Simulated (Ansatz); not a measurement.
# TiTe (P6_3/mmc) in Ansatz: phonons with LDA

Aim: the phonons of TiTe with LDA.

Program: Ansatz 0.2.0. These are calculated values, not measurements. Logs are shortened: lines on timing, memory, paths and dates and some standing lists are left out, and cuts for length are marked.

### Step 1. The crystal as given

The structure is hexagonal, space group P6_3/mmc (No. 194). The conventional cell has a = 3.842 Å, b = 3.842 Å, c = 6.403 Å, α = 90.00°, β = 90.00°, γ = 120.00°. Te (site symmetry -6m2) has 6 Ti at 2.74 Å as nearest neighbours. Around Ti (site symmetry -3m) lie 6 Te at 2.74 Å.

### Step 2. Phonons, LDA

input.yaml reads:

```yaml
crystal:
  lattice:
    - [3.842, 0.0, 0.0]
    - [-1.921, 3.3272696013, 0.0]
    - [0.0, 0.0, 6.403]
  atoms:
    - { symbol: Te, position: [0.6666666667, 0.3333333333, 0.75] }
    - { symbol: Te, position: [0.3333333333, 0.6666666667, 0.25] }
    - { symbol: Ti, position: [0.0, 0.0, 0.5] }
    - { symbol: Ti, position: [0.0, 0.0, 0.0] }
hamiltonian:
  xc: lda
  pseudopotentials: { kind: paw }
kpoints:
  mp_grid: { grid: [6, 6, 3] }
scf:
  occupations: { method: fermi_dirac, width: 0.05 }
phonons:
  method: dfpt
```

Potentials or basis: Ansatz PAW.

Started as:

```
> ansatz run input.yaml --threads 2 --pin off --max-ram 5632MiB --backend cpu --events-out ev --progress --plain --runs-dir out
```

What it wrote:

```text
Warning: RAYON_NUM_THREADS=2 ignored (pool sized by the plan → 2); use --threads N
Engine: ansatz 0.2.0, aarch64-unknown-linux-gnu
Pseudopotentials: kind: paw
Pseudopotential: Te, paw, valence charge 16, recommended cutoff 420 eV (normal), Te.paw.azcp
Pseudopotential: Ti, paw, valence charge 12, recommended cutoff 420 eV (normal), Ti.paw.azcp
Functional definition: SPW92
  exchange = slater_x
  correlation = pw_c
Crystal: 4 atoms, lattice volume = 81.852 Å³
Basis set: ecut = 420 eV, 1617 PW (Γ), exchange–correlation on 54×54×96 points (8 copies of the dense FFT grid, shifted against one another)
Bands: 34, of which v1, the nominal top of the filled ones, is band 28 counted from 1 (27 counted from 0)
Symmetry: 24 space group operations
k-points: 34 of 108 (irreducible under 2 space group operations, time reversal used)
Non-local potential: Te, projectors of the file, l = 0: 2, l = 1: 2, l = 2: 2, l = 3: 2
Non-local potential: Ti, projectors of the file, l = 0: 3, l = 1: 2, l = 2: 3, l = 3: 1
PAW form: soft (Blöchl's): semilocal exchange-correlation on the pseudo side does not see the compensation charge
PAW frozen core: Te, regenerated for the run's functional, and the local potential with it (the file was generated under x = pbe(κ = 0.804, μ = 0.2195149727645171), c = pbe(β = 0.06672455060314922))
PAW frozen core: Ti, regenerated for the run's functional, and the local potential with it (the file was generated under x = pbe(κ = 0.804, μ = 0.2195149727645171), c = pbe(β = 0.06672455060314922))
PAW one-centre angular grid: Te, 590 points (default); XC on 64 Gauss nodes
PAW one-centre angular grid: Ti, 590 points (default); XC on 64 Gauss nodes
Initial density: superposition of atomic densities (neutral atoms: chi_scale 0, normalization atom), corrected by the library's trained network
Initial wavefunctions: pseudopotential atomic-orbital guess
Functional: x = slater, c = lda
SCF iter   1: F=—  HF=-18557.688527 eV  |F-HF|=—  |Δ(HF+E_count)|=         —  Δρ=5.55e-3  dr2=9.69e-3  ethr=1.77e-3  ⟨swp⟩=6.1  Hψ=4990  notcnv=0
preconditioner: auto → Resta (q_TF=auto, 2.561 Å⁻¹)  ε∞=9.4  [insulator: Δε(μ)=0.185 eV  Ē_g=6.323 eV  σ=0.050 eV  W_gap=0.71  n_scr=22 (ndim 8)  ℏωp=18.4 eV  f_vac=0.000  D(μ)=2.20/eV (n_scr^D=22)  ε∞_Penn≈9.4]
SCF iter   2: F=—  HF=-18557.684977 eV  |F-HF|=—  |Δ(HF+E_count)|=   3.55e-3  Δρ=2.91e-3  dr2=3.05e-3  ethr=1.73e-5  ⟨swp⟩=2.7  Hψ=2179  notcnv=0
SCF iter   3: F=—  HF=-18557.684251 eV  |F-HF|=—  |Δ(HF+E_count)|=   7.26e-4  Δρ=5.04e-4  dr2=1.66e-4  ethr=5.45e-6  ⟨swp⟩=2.0  Hψ=2000  notcnv=0
SCF iter   4: F=—  HF=-18557.684206 eV  |F-HF|=—  |Δ(HF+E_count)|=   4.53e-5  Δρ=1.08e-4  dr2=1.46e-5  ethr=2.97e-7  ⟨swp⟩=2.8  Hψ=2220  notcnv=0
SCF iter   5: F=—  HF=-18557.684209 eV  |F-HF|=—  |Δ(HF+E_count)|=   3.42e-6  Δρ=3.27e-5  dr2=7.29e-7  ethr=2.61e-8  ⟨swp⟩=2.9  Hψ=2278  notcnv=0
SCF iter   6: F=—  HF=-18557.684206 eV  |F-HF|=—  |Δ(HF+E_count)|=   2.97e-6  Δρ=7.44e-6  dr2=5.29e-8  ethr=1.30e-9  ⟨swp⟩=2.0  Hψ=1335  notcnv=0
SCF iter   7: F=—  HF=-18557.684206 eV  |F-HF|=—  |Δ(HF+E_count)|=  6.62e-10  Δρ=1.70e-6  dr2=2.58e-9  ethr=9.45e-11  ⟨swp⟩=3.0  Hψ=2240  notcnv=0
SCF iter   8: F=—  HF=-18557.684206 eV  |F-HF|=—  |Δ(HF+E_count)|=  6.48e-10  Δρ=3.57e-7  dr2=9.68e-11  ethr=4.61e-12  ⟨swp⟩=2.0  Hψ=2038  notcnv=0
SCF iter   9: F=-18557.684206 eV  HF=-18557.684206 eV  |F-HF|=3.64e-12  |Δ(HF+E_count)|=  2.91e-11  Δρ=8.82e-8  dr2=3.95e-12  ethr=1.00e-12  ⟨swp⟩=6.2  Hψ=5032  notcnv=0
SCF 1 converged in 9 iterations: F = -18557.684206 eV  dr2 = 3.95e-12
DFPT response loops at Γ: preconditioner auto → Kerker (q_TF=auto, 2.561 Å⁻¹) (partly filled bands, converged f_vac=0.000); β = 1.00, the filter's whole step (`scf.mixing.beta` (0.50) is not read by the response loops under this deck's `scf.mixing.preconditioner`; to damp them name `kerker` or `kerker_dos`, under which they read `scf.mixing.beta`, and type it under 1.00, their step now; both keys bind the ground state too); Broyden in place of MSR1
SCF converged after 9 iterations
Free energy (F): -18557.684206 eV
Harris-Foulkes:  -18557.684206 eV  (|F-HF|=3.64e-12)
Internal energy: -18557.663136 eV  (E = F + TS)
E sigma→0 (E₀):  -18557.673671 eV
Entropy (-TS):   -0.021070 eV (-5.268 meV/atom)
Fermi energy:    14.304095 eV
--- Per-component energies (eV) ---
  E_band       = -682.021359
  E_kinetic    = 918.142669
  E_local      = -3595.762608  (includes V_loc(G=0)·N_el)
  E_nonlocal   = -579.901151
  E_hartree    = 2074.626530
  E_xc         = -445.170222
  E_vxc        = -458.616892  (∫ρ·V_xc dr)
  E_paw        = -11022.678558  (= ΣΔE_a)
  E_vpaw       = -1115.136298  (= ΣTr[D̂ρ^β])
  E_aug_tail   = -0.000253  (compensation charges beyond the density's cutoff)
  E_ewald      = -5908.928768
  E_core_change = 2.009223  (= ΣΔE_core)
  E_smearing   = -0.021070  (= −TS)
  E_closure    = -0.000000  (closes the sum)
  Σ components = -18557.684206   (vs F -18557.684206, Δ=0.00e0)
--- Band table (eV; the first three rows and the last of 34) ---
  k-point 0: bands = ["-42.3987", "-42.3839", "-23.2815", "-23.2815", "-23.2805", "-23.2805", "-23.2645", "-23.2645", "-23.2586", "-23.2586", "-23.2569", "-23.2555", "-19.0466", "-19.0384", "-19.0384", "-19.0193", "-19.0193", "-18.8725", "0.2474", "1.9725", "7.2346", "10.6013", "10.6013", "12.6622", "13.2584", "13.4641", "13.4641", "13.7583", "13.7583", "13.8964", "13.8964", "15.2526", "15.2526", "16.6182"]
  k-point 1: bands = ["-42.3950", "-42.3876", "-23.2819", "-23.2819", "-23.2815", "-23.2815", "-23.2622", "-23.2622", "-23.2594", "-23.2594", "-23.2566", "-23.2559", "-19.0336", "-19.0336", "-19.0241", "-19.0241", "-19.0036", "-18.9165", "0.5757", "1.3997", "8.4040", "10.8471", "10.9745", "10.9745", "12.0480", "12.0480", "13.9930", "14.0063", "14.0063", "14.5441", "14.5441", "15.3492", "15.9630", "15.9630"]
  k-point 2: bands = ["-42.3980", "-42.3833", "-23.2857", "-23.2850", "-23.2781", "-23.2776", "-23.2633", "-23.2617", "-23.2600", "-23.2566", "-23.2554", "-23.2542", "-19.0526", "-19.0426", "-19.0412", "-19.0306", "-19.0200", "-18.8688", "0.5516", "2.0428", "7.6258", "10.0796", "10.6250", "11.1894", "11.9806", "12.3052", "12.8505", "14.1268", "14.4237", "14.6770", "14.8322", "15.2404", "15.8593", "16.5778"]
  k-point 33: bands = ["-42.3924", "-42.3853", "-23.2877", "-23.2850", "-23.2818", "-23.2808", "-23.2603", "-23.2585", "-23.2540", "-23.2530", "-23.2508", "-23.2499", "-19.0806", "-19.0652", "-19.0533", "-19.0372", "-18.9836", "-18.9000", "1.9447", "2.1205", "8.0343", "8.4041", "9.8950", "10.2946", "10.3953", "10.6230", "13.5756", "13.9862", "14.7037", "15.1266", "15.1503", "15.4156", "15.6780", "16.2800"]
--- Phonons (Γ-DFPT): 4 representative perturbations + reference, on 34 of 108 k-points (Σ response iterations 13) ---
  k mesh reduced under 2 symmetry operations, with k and −k counted as one. Each operation leaves every solved perturbation unchanged. A smaller set is not used because it would not reduce the number of displacements times k-points to solve
  ASR residual: 8.532e-4 → 0.000e0 eV/Å²; symmetrization residual: 5.912e-6 eV/Å²
  ASR residual per site (eV/Å²): 7.82e-5 7.82e-5 8.53e-4 8.53e-4
  Γ frequencies (cm⁻¹): 0.00 0.00 0.00 142.95 142.95 171.51 234.45 236.04 236.04 236.74 236.74 253.47
  non-analytic LO–TO correction: not included (Born effective charges unavailable; polar crystals: no LO–TO splitting at Γ)
```

Run time: 33 s. Hardware: 2 threads of Arm Neoverse V1, shared host; peak memory 0.65 GiB.

Results:

```
Free energy                   : -18557.6842 eV
Band gap on the k mesh        : none (metal or under the smearing width)
Highest phonon frequency at Γ : 253 cm⁻¹
```

Phonon frequencies in cm⁻¹ (negative: imaginary):
```csv
q point,frequencies
"(0.000, 0.000, 0.000)",0 0 0 143 143 172 234 236 236 237 237 253
```

Caveat: the PAW data sets come from PBE, with cores solved anew for the run's functional, which leaves a small shift of forces and pressure. Spin-orbit coupling is left out, which matters for the levels of Te.
